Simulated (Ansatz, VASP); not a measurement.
**One calculation of LiF, two programs**

```
Li F
1.0
     2.55953    0.00000    0.00000
     0.00000    2.55953    0.00000
     0.00000    0.00000    2.55953
Li F
1 1
Direct
  0.89744 0.00000 0.00000
  0.50000 0.50000 0.50000
```

Change from the starting cell: all Li atoms moved +0.263 Å, as atom 1 towards its neighbour atom 1 (Li) at 2.560 Å.

Alike in both runs: task single point; functional LDA; k mesh 10 × 10 × 10; occupations gaussian, width 0.05 eV; no spin polarisation.

|  | VASP | Ansatz |
| --- | --- | --- |
| version | VASP 6.6.1 | Ansatz 0.2.0 |
| potentials or method | VASP PAW LDA potentials, release 64 (Li_sv, F) | scalar-relativistic, plane waves, PAW |
| plane-wave cutoff (eV) | 520 | 420 |
| valence electrons in the cell | 10 | 10 |

Ansatz gave:

| Item | Value |
| --- | --- |
| gap on the k mesh at the Fermi level (eV) | 7.24 |
| least direct gap on the mesh (eV) | 7.88 |
| rms of the force components (eV/Å) | 0.076 |

Question: What did VASP give for the same quantities?

Answer: gap on the k mesh at the Fermi level (eV): 7.23; least direct gap on the mesh (eV): 7.87; rms of the force components (eV/Å): 0.074.

Atom by atom the forces differ by 0.003 eV/Å (rms over components).

 A k mesh can miss the band edges.
